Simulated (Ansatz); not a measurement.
What a trial cell of Tl relaxes into

Level of theory: Ansatz, DFT PBE, scalar-relativistic, plane waves, PAW. Cutoff 420 eV, Γ-centred k mesh, Gaussian smearing, no spin polarisation in the final step.

The start puts Tl on the trigonal selenium structure type (P3_121, No. 152), at a guessed volume.

```
CELL_PARAMETERS angstrom
4.53906 0.00000 0.00000
-2.26953 3.93094 0.00000
0.00000 0.00000 5.14971
ATOMIC_POSITIONS crystal
Tl 0.22540 0.00000 0.33333
Tl 0.00000 0.22540 0.66667
Tl 0.77460 0.77460 0.00000
```

Cell and atoms relax at zero pressure; the relaxation can't lower the symmetry of the start. After a coarse first stage the cell is made exact in the group found at 0.06 Å.

(1) Which crystal results?

(2) What are its volume, density and gap?

## Answers

(1) It ends in Im-3m (No. 229). The result has the bcc structure. Conventional cell: a = 3.974 Å. Tl has 8 Tl at 3.44 Å and 6 Tl at 3.97 Å.

Space group Im-3m (No. 229). a = 3.974 Å, b = 3.974 Å, c = 3.974 Å, α = 90.00°, β = 90.00°, γ = 90.00°
| atom | site | symmetry | x | y | z |
| --- | --- | --- | --- | --- | --- |
| Tl | 2a | m-3m | 0.0000 | 0.0000 | 0.0000 |

(2) The volume per atom is 31.37 Å³, the density is 10.82 g/cm³ and the gap on the 16×16×16 mesh is 0 eV (a metal).

The final run used a 16×16×16 mesh on its 1-atom cell and 0.10 eV smearing. Spin–orbit coupling is left out. A structure relaxed within its symmetry needn't be a true minimum. The steps took of the order of 50 core-seconds in all.